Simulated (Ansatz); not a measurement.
`C[SiH2]C(=O)O` → `CC(=O)O` + `[SiH2]` at 700 K and 1 bar (silylene formation by 1,1-elimination).

Gas-phase electronic energies from Ansatz, PBE0-D4/def2-TZVP geometries. CBS: MP2 limit from def2 TZ/QZ plus the TZ coupled-cluster correction, frozen cores. This one scheme is used for every species. Each species was taken in one conformer, which may not be the lowest.

```
        species  CCSD(T)/CBS energy (Eh)  H − E (kJ/mol)  S (J/(mol·K))
`C[SiH2]C(=O)O`               -519.15635           284.1          475.2
      `CC(=O)O`               -228.87529           215.3          365.4
       `[SiH2]`               -290.19011            56.3          240.4
```

H − E and S are ideal-gas, rigid-rotor, harmonic terms from PBE0-D4/def2-TZVP, for one conformer and one mirror image of each species. 1 Eh = 2625.50 kJ/mol, R = 8.31446 J/(mol·K).

By hand: ΔE, ΔH, ΔS and ΔG.

ΔE = (-228.87529) + (-290.19011) − (-519.15635) = 0.09095 Eh = 238.8 kJ/mol. Δ(H − E) = 215.3 + 56.3 − 284.1 = -12.5, so ΔH = 226.3 kJ/mol. ΔS = 365.4 + 240.4 − 475.2 = 130.6 J/(mol·K). ΔG = 226.3 − 700 × (130.6)/1000 = 134.9 kJ/mol.

By hand: the equilibrium constant, and the temperature at which ΔG would vanish if ΔH and ΔS stayed fixed.

log₁₀ K = −ΔG/(RT ln 10) = -10.1. ΔG = 0 at ΔH/ΔS = 1733 K.

The number of gas molecules changes by +1, which sets the sign of ΔS. A doubt of 5 kJ/mol in ΔE shifts log₁₀ K by 0.4 here. Other conformers and mirror images would add mixing entropy, several J/(mol·K) or more a flexible species. Modes under 60 cm⁻¹, often nearly free rotors, make the harmonic entropy too high. These are equilibria of isolated gas molecules and say nothing of rates. Largest T1 diagnostic: 0.015 (customary marks: 0.02 for closed shells, 0.045 for open ones).
